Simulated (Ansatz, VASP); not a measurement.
# Cross-check of AlN between VASP and Ansatz, part 2 of 2

One calculation is typed for both programs; each brings its own data sets and cutoff. How far apart do they land?

VASP 6.6.1 and Ansatz 0.2.0.

So far: The starting structure; VASP: band structure, HSEsol.

### 3. Ansatz: band structure, HSEsol

Level of this step: Ansatz beside VASP: Kohn-Sham DFT, plane waves, HSEsol (Ansatz).

Ansatz runs on its default PAW (the set named soft_2) files.

The same cell, functional, mesh and smearing now go to Ansatz, which takes its cutoff from its data sets.

File input.yaml:

```yaml
crystal:
  lattice:
    - [3.11, 0.0, 0.0]
    - [-1.555, 2.6933390058, 0.0]
    - [0.0, 0.0, 4.98]
  atoms:
    - { symbol: Al, position: [0.6666666667, 0.3333333333, 0.0] }
    - { symbol: Al, position: [0.3333333333, 0.6666666667, 0.5] }
    - { symbol: "N", position: [0.6666666667, 0.3333333333, 0.382] }
    - { symbol: "N", position: [0.3333333333, 0.6666666667, 0.882] }
hamiltonian:
  xc:
    exchange: hjs_pbesol
    correlation: pbesol
    exx: { coeff: 0.25, omega: 0.2 }
  pseudopotentials: { kind: paw }
kpoints:
  mp_grid: { grid: [5, 5, 3] }
  band_path:
    path:
      - [0.0, 0.0, 0.0]
      - [0.4, 0.0, 0.0]
      - [0.4, 0.2, 0.0]
      - [0.2, 0.2, 0.0]
      - [0.0, 0.0, 0.1]
      - [0.0, 0.0, 0.5]
      - [0.4, 0.0, 0.5]
      - [0.4, 0.2, 0.5]
      - [0.2, 0.2, 0.5]
      - [0.5, 0.0, 0.4]
      - [0.33333, 0.33333, 0.0]
      - [0.33333, 0.33333, 0.5]
    npoints: 1
scf:
  occupations: { method: gaussian, width: 0.02 }
  n_extra_bands: 8
output:
  forces: true
  stress: true
  eigenvalues: true
  write_density: true
  write_potential: true
  elf: true
  volumetric_format: npy
```

Started as:

```console
ansatz run input.yaml --threads 4 --pin off --max-ram 9216MiB --backend cpu --events-out ev --progress --plain --runs-dir out
```

Numbers of over 12 decimals in the logs are rounded to 6 here.

Log:

```text
Warning: output.stress: scf.convergence.dr2_threshold = 1e-7 eV (the SCF's general default) is looser than the 4e-10 eV advised for a printed stress (1e-10 eV for each atom of the cell: 4). What an SCF threshold leaves in a stress goes as its square root, and in the free energy as the threshold itself, and one threshold admits the most on a small cell: [figures from the program's tests cut] Set scf.convergence.dr2_threshold to 4e-10 eV or tighter. The threshold is an SCF's pass mark: one that does not reach it within its budget of iterations ends unconverged, or closes short of it on a stop that the run arms, and scf.convergence.dr2_threshold's page says what that costs each kind of run
Warning: output.stress: scf.exx.energy_threshold = 1e-6 eV is looser than the 4e-8 eV advised for a stress under a hybrid functional (1e-8 eV for each atom of the cell: 4). Every SCF of the exchange loop can meet its threshold on dr2 while the loop round them stops early: no threshold on dr2 bounds what that leaves in the stress. Set scf.exx.energy_threshold to 4e-8 eV or tighter. The threshold is the loop's pass mark: a loop that does not reach it within its budget of cycles ends unconverged, and scf.exx.energy_threshold's page has the law
scf.n_extra_bands = 8 over 8 filled bands (N_el = 16.0): the run solves 16 bands
Engine: ansatz 0.2.0, aarch64-unknown-linux-gnu
Pseudopotentials: kind: paw
Pseudopotential: Al, paw, valence charge 3, recommended cutoff 420 eV (normal), Al.paw.azcp
Pseudopotential: N, paw, valence charge 5, recommended cutoff 420 eV (normal), N.paw.azcp
Functional definition: unnamed
  parameter a_1 = 0.25
  parameter omega_1 = 0.2/angstrom
  exchange = pbe_x(mu = 0.123457) + (-a_1)*hjs_pbesol_x_sr(omega_1) + a_1*exact_x_sr(omega_1)
  correlation = pbe_c(beta = 0.046)
Crystal: 4 atoms, lattice volume = 41.714 Å³
Basis set: ecut = 420 eV, 809 PW (Γ), exchange–correlation on 48×48×72 points (8 copies of the dense FFT grid, shifted against one another)
Bands: 16, of which v1, the nominal top of the filled ones, is band 8 counted from 1 (7 counted from 0)
Symmetry: 12 space group operations
Space group: P63mc (ITA 186), of the structure as read, at distance tolerance 3.5e-5 Å
k-points: 10 of 75 (time reversal used)
Non-local potential: Al, projectors of the file, l = 0: 2, l = 1: 2, l = 2: 1
Non-local potential: N, projectors of the file, l = 0: 2, l = 1: 2, l = 2: 1
PAW form: soft (Blöchl's): semilocal exchange-correlation on the pseudo side does not see the compensation charge
PAW frozen core: Al, regenerated for the run's functional, and the local potential with it (the file was generated under x = pbe(κ = 0.804, μ = 0.219515), c = pbe(β = 0.066725))
PAW frozen core: N, regenerated for the run's functional, and the local potential with it (the file was generated under x = pbe(κ = 0.804, μ = 0.219515), c = pbe(β = 0.066725))
PAW one-centre angular grid: Al, 110 points (default); XC on 64 Gauss nodes
PAW one-centre angular grid: N, 110 points (default); XC on 64 Gauss nodes
Initial density: superposition of atomic densities (neutral atoms: chi_scale 0, normalization atom), corrected by the library's trained network
Initial wavefunctions: pseudopotential atomic-orbital guess
Functional: x = pbesol(κ = 0.804, μ = 0.123457), c = pbesol(β = 0.046), warm-up for x = hjs_pbesol + 0.25 (exact − hjs_pbesol) at short range (ω = 0.2 Å⁻¹), c = pbesol(β = 0.046)
SCF iter   1: F=—  HF=-1811.902641 eV  |F-HF|=—  |Δ(HF+E_count)|=         —  Δρ=9.85e-3  dr2=4.25e-2  ethr=1.77e-3  ⟨swp⟩=8.3  Hψ=822  notcnv=0
preconditioner: auto → none  [insulator: Δε(μ)=4.045 eV  Ē_g=15.228 eV  σ=0.020 eV  W_gap=1.00  n_scr=2 (ndim 8)  ℏωp=23.0 eV  f_vac=0.000  D(μ)=0.00/eV (n_scr^D=0)]
iter 2 solved again at ethr=2.65e-5 eV; its pass at ethr=2.66e-4 eV (dr2=4.24e-3 eV) is discarded
SCF iter   2: F=—  HF=-1811.891426 eV  |F-HF|=—  |Δ(HF+E_count)|=   1.12e-2  Δρ=2.89e-3  dr2=4.11e-3  ethr=2.65e-5  ⟨swp⟩=3.7  Hψ=686  notcnv=0  defer=3
SCF iter   3: F=-1811.890388 eV  HF=-1811.890398 eV  |F-HF|=9.50e-6  |Δ(HF+E_count)|=   1.03e-3  Δρ=4.63e-4  dr2=3.25e-5  ethr=2.57e-5  ⟨swp⟩=3.1  Hψ=373  notcnv=0
SCF 1 stopped early in 3 iterations: F = -1811.890388 eV  dr2 = 3.25e-5
  greatest PAW one-centre occupation: 0.785 electrons in one spin orbital (limit 2), on the N atom at site 3 (counted from 0), in its partial waves of l = 0
Initial density: handed on by an earlier stage of this run
Initial wavefunctions: those handed on with the density
Functional: x = hjs_pbesol + 0.25 (exact − hjs_pbesol) at short range (ω = 0.2 Å⁻¹), c = pbesol(β = 0.046)
Exchange kernel: α = 0.2500, screened, ω = 0.2000 Å⁻¹, Wigner–Seitz truncation, v(0) = 1103.0985 eV·Å³, q-mesh 5×5×3, nearest image of the exchange supercell L = 14.94 Å, pair-density grid 15×15×24, without the augmentation charges, whose exchange is taken in its separable form by FFT convolution over the k-point mesh (sized by the pseudopotential files, 20×20×36 at the most), smooth part of the exact exchange by density-matrix convolution
Frozen-core exchange: fock
SCF iter   1: F=—  HF=-1823.868341 eV  |F-HF|=—  |Δ(HF+E_count)|=         —  Δρ=6.00e-3  dr2=1.66e-2  ethr=2.03e-6  ⟨swp⟩=6.8  Hψ=817  notcnv=0
preconditioner: auto → none  [insulator: Δε(μ)=5.534 eV  Ē_g=17.521 eV  σ=0.020 eV  W_gap=1.00  n_scr=2 (ndim 8)  ℏωp=23.0 eV  f_vac=0.000  D(μ)=0.00/eV (n_scr^D=0)]
SCF iter   2: F=—  HF=-1823.862896 eV  |F-HF|=—  |Δ(HF+E_count)|=   5.44e-3  Δρ=2.62e-3  dr2=2.01e-3  ethr=2.03e-6  ⟨swp⟩=4.0  Hψ=486  notcnv=0
SCF iter   3: F=—  HF=-1823.867469 eV  |F-HF|=—  |Δ(HF+E_count)|=   4.57e-3  Δρ=5.16e-4  dr2=1.48e-4  ethr=2.03e-6  ⟨swp⟩=3.6  Hψ=415  notcnv=0
SCF iter   4: F=—  HF=-1823.867434 eV  |F-HF|=—  |Δ(HF+E_count)|=   3.48e-5  Δρ=3.53e-5  dr2=4.45e-6  ethr=6.79e-7  ⟨swp⟩=2.0  Hψ=240  notcnv=0
SCF iter   5: F=-1823.867468 eV  HF=-1823.867467 eV  |F-HF|=3.15e-7  |Δ(HF+E_count)|=   3.34e-5  Δρ=4.71e-5  dr2=6.74e-7  ethr=1.97e-9  ⟨swp⟩=4.0  Hψ=545  notcnv=0
SCF 2 stopped early in 5 iterations: F = -1823.867468 eV  dr2 = 6.74e-7
  Residual-converged pass: ⟨swp⟩=3.0  Hψ=270  notcnv=0  max |occ|·‖R‖ = 6.4e-6 eV (tolerance 6.7e-6 eV)  dr2=6.74e-7  dr2_onsite=3.06e-8  max |Δocc| = 0.0e0
  greatest PAW one-centre occupation: 0.786 electrons in one spin orbital (limit 2), on the N atom at site 3 (counted from 0), in its partial waves of l = 0
hybrid outer 1: dexx = +6.139e-3 eV, tail = 7.00e-6 eV
Exchange kernel: α = 0.2500, screened, ω = 0.2000 Å⁻¹, Wigner–Seitz truncation, v(0) = 1103.0985 eV·Å³, q-mesh 5×5×3, nearest image of the exchange supercell L = 14.94 Å, pair-density grid 15×15×24, without the augmentation charges, whose exchange is taken in its separable form by FFT convolution over the k-point mesh (sized by the pseudopotential files, 20×20×36 at the most), smooth part of the exact exchange by density-matrix convolution
Frozen-core exchange: fock
SCF iter   1: F=—  HF=-1823.867446 eV  |F-HF|=—  |Δ(HF+E_count)|=         —  Δρ=2.49e-5  dr2=1.26e-7  ethr=2.19e-7  ⟨swp⟩=3.0  Hψ=336  notcnv=0
preconditioner: auto → none  [insulator: Δε(μ)=5.541 eV  Ē_g=17.489 eV  σ=0.020 eV  W_gap=1.00  n_scr=2 (ndim 8)  ℏωp=23.0 eV  f_vac=0.000  D(μ)=0.00/eV (n_scr^D=0)]
SCF iter   2: F=—  HF=-1823.867446 eV  |F-HF|=—  |Δ(HF+E_count)|=   8.36e-8  Δρ=6.00e-6  dr2=1.08e-8  ethr=7.39e-10  ⟨swp⟩=4.0  Hψ=352  notcnv=0
SCF iter   3: F=—  HF=-1823.867446 eV  |F-HF|=—  |Δ(HF+E_count)|=  3.25e-10  Δρ=2.35e-6  dr2=1.44e-9  ethr=4.99e-11  ⟨swp⟩=3.9  Hψ=333  notcnv=0  defer=4
SCF iter   4: F=-1823.867446 eV  HF=-1823.867446 eV  |F-HF|=1.59e-9  |Δ(HF+E_count)|=   8.48e-9  Δρ=2.44e-6  dr2=1.89e-9  ethr=4.65e-12  ⟨swp⟩=4.1  Hψ=422  notcnv=0  defer=1
SCF 3 converged in 4 iterations: F = -1823.867446 eV  dr2 = 1.89e-9
  Residual-converged pass: ⟨swp⟩=2.4  Hψ=248  notcnv=0  max |occ|·‖R‖ = 6.3e-7 eV (tolerance 6.3e-7 eV)  dr2=1.90e-9  dr2_onsite=1.11e-10  max |Δocc| = 0.0e0
hybrid outer 2: dexx = +7.677e-8 eV, tail = 5.02e-9 eV, Δε = 1.18e-3 eV (about 3.80e-5 eV left of the loop's levels), ΔF = 3.23e-4 eV/Å (tail 1.70e-4)
NSCF: frozen V_eff on 12 k-points
hybrid SCF converged: 2 outer / 9 inner (+3 warm-up), last move |dexx| = 7.68e-8 eV, tail = 5.02e-9 eV
Stability not checked: this state was not tested for a lower state beside it, because the functional holds exact exchange (a hybrid, or Hartree-Fock), whose exchange loop this test does not read (fock_operator; see scf.lower_state_search)
Free energy (F): -1823.867446 eV
Frozen-core exchange: fock
Harris-Foulkes:  -1823.867446 eV  (|F-HF|=1.59e-9)
Internal energy: -1823.867446 eV  (E = F + TS)
E sigma→0 (E₀):  -1823.867446 eV
Fermi energy:    8.948922 eV
--- Per-component energies (eV) ---
  E_band       = 6.748266
  E_kinetic    = 319.417788
  E_local      = -446.465986  (includes V_loc(G=0)·N_el)
  E_nonlocal   = 109.289484
  E_hartree    = 155.083528
  E_xc         = -163.669067
  E_vxc        = -173.201651  (∫ρ·V_xc dr)
  E_exx        = -36.036912  (= α·E_x^exact, valence–valence)
  E_paw        = -1169.329062  (= ΣΔE_a)
  E_vpaw       = -40.383777  (= ΣTr[D̂ρ^β])
  E_aug_tail   = 0.000186  (compensation charges beyond the density's cutoff)
  E_ewald      = -592.091798
  E_core_change = -0.065607  (= ΣΔE_core)
  E_smearing   = -0.000000  (= −TS)
  E_closure    = 0.000000  (closes the sum)
  Σ components = -1823.867446   (vs F -1823.867446, Δ=0.00e0)
--- Forces (eV/Å), atoms counted from 1 ---
  atom   1  Al     0.00000000     0.00000000     0.00549328
  atom   2  Al     0.00000000    -0.00000000     0.00549328
  atom   3  N      0.00000000     0.00000000    -0.00550504
  atom   4  N     -0.00000000    -0.00000000    -0.00550504
  max |Σ_I F_I| component: 2.35e-5 eV/Å
--- Stress (GPa, compression-positive) ---
       -3.538156       0.000000       0.000000
        0.000000      -3.538156       0.000000
        0.000000       0.000000      -3.806638
  P = ⅓ Tr σ = -3.6277 GPa (-36.277 kbar)
--- Band table (eV; the first three rows and the last of 10) ---
  k-point 0: bands = [... 4 lower, 5.2146, 5.9329, 5.9329, 6.1783, 11.7196, 14.2854, 18.5908, 18.8938, ... 4 higher]
  k-point 1: bands = [... 4 lower, 5.3857, 5.3857, 5.7444, 5.7444, 13.2371, 14.4340, 18.0326, 18.9046, ... 4 higher]
  k-point 2: bands = [... 4 lower, 4.1503, 4.6489, 5.7965, 5.8929, 13.3949, 15.4727, 16.3707, 17.5171, ... 4 higher]
  k-point 9: bands = [... 4 lower, 2.4228, 3.4038, 4.5705, 5.1842, 13.3902, 14.7374, 16.4771, 16.7228, ... 4 higher]
```

The job ended after 15 s (4 threads of Arm Neoverse V1, shared host; peak memory 0.58 GiB).

### 4. Side by side

Known differences besides the potentials themselves: exact exchange at q = 0 is treated differently, which shows on coarse meshes; VASP keeps PBE cores, Ansatz makes them for the functional; the cutoff is 420 eV in Ansatz and 520 eV in VASP; VASP takes a coarser grid for exact exchange (PRECFOCK = Fast). Total energies have different zeros and are not compared.

Compared:

| quantity | Ansatz | VASP | difference |
| --- | --- | --- | --- |
| gap over the path points (eV) | 5.541 | 5.540 | +0.002 |

Levels at points of the path, from each program's valence-band top (eV; 4 filled, then empty):

| k (reciprocal lattice) | Ansatz | VASP |
| --- | --- | --- |
| 0.000 0.000 0.000 | -0.96 -0.24 -0.24 0.00 5.54 8.11 12.41 | -0.97 -0.24 -0.24 0.00 5.54 8.09 12.42 |
| 0.400 0.000 0.000 | -4.14 -2.21 -1.42 -0.71 7.31 7.44 9.62 | -4.16 -2.22 -1.43 -0.72 7.30 7.45 9.62 |
| 0.400 0.200 0.000 | -3.56 -3.25 -2.10 -1.96 6.61 8.96 10.65 | -3.59 -3.27 -2.11 -1.97 6.62 8.97 10.66 |
| 0.200 0.200 0.000 | -4.13 -2.32 -1.36 -0.97 8.02 8.79 10.00 | -4.16 -2.34 -1.37 -0.98 8.02 8.79 10.02 |
| 0.000 0.000 0.100 | -0.95 -0.26 -0.26 -0.24 5.74 8.14 12.33 | -0.95 -0.26 -0.26 -0.24 5.74 8.12 12.34 |
| 0.000 0.000 0.500 | -0.62 -0.62 -0.62 -0.62 7.93 7.93 11.96 | -0.62 -0.62 -0.62 -0.62 7.92 7.92 11.95 |
| 0.400 0.000 0.500 | -1.58 -1.58 -1.54 -1.54 6.83 6.83 10.91 | -1.60 -1.60 -1.55 -1.55 6.83 6.83 10.91 |
| 0.400 0.200 0.500 | -3.34 -3.34 -0.97 -0.97 7.78 7.78 10.44 | -3.35 -3.35 -0.98 -0.98 7.79 7.79 10.44 |
| 0.200 0.200 0.500 | -2.44 -2.44 -1.27 -1.27 7.95 7.95 11.05 | -2.46 -2.46 -1.29 -1.29 7.95 7.95 11.05 |
| 0.500 0.000 0.400 | -1.96 -1.85 -1.38 -1.22 6.28 6.96 10.49 | -1.97 -1.86 -1.39 -1.23 6.28 6.96 10.49 |

At this near-relaxed geometry the largest component of a force difference is 2 meV/Å. Among the levels compared at these points, filled levels agree within 33 meV and empty ones within 29 meV.

### 5. Outcome

```
difference in gap over the path points (band structure, HSEsol) : 0.0017 eV
```

**Reading.** The difference in gap over the path points is 0.0017 eV (band structure, HSEsol), within the 0.08 eV picked in this series as the mark of a large difference. How closely two codes agree says nothing of how well the functional describes the real material.

[Lines on the potential files, build, host, timing and source positions are cut from VASP's logs without a mark.]

[Logs are printed without paths, hosts, clocks, repeated set-up lines and the standing remarks that a program may print on its own settings, such as how far it seeks lower states.]

[Hosts, paths, dates, database ids (printed as entryN), source tags and the programs' standing remarks are cut or masked in the printed files.]
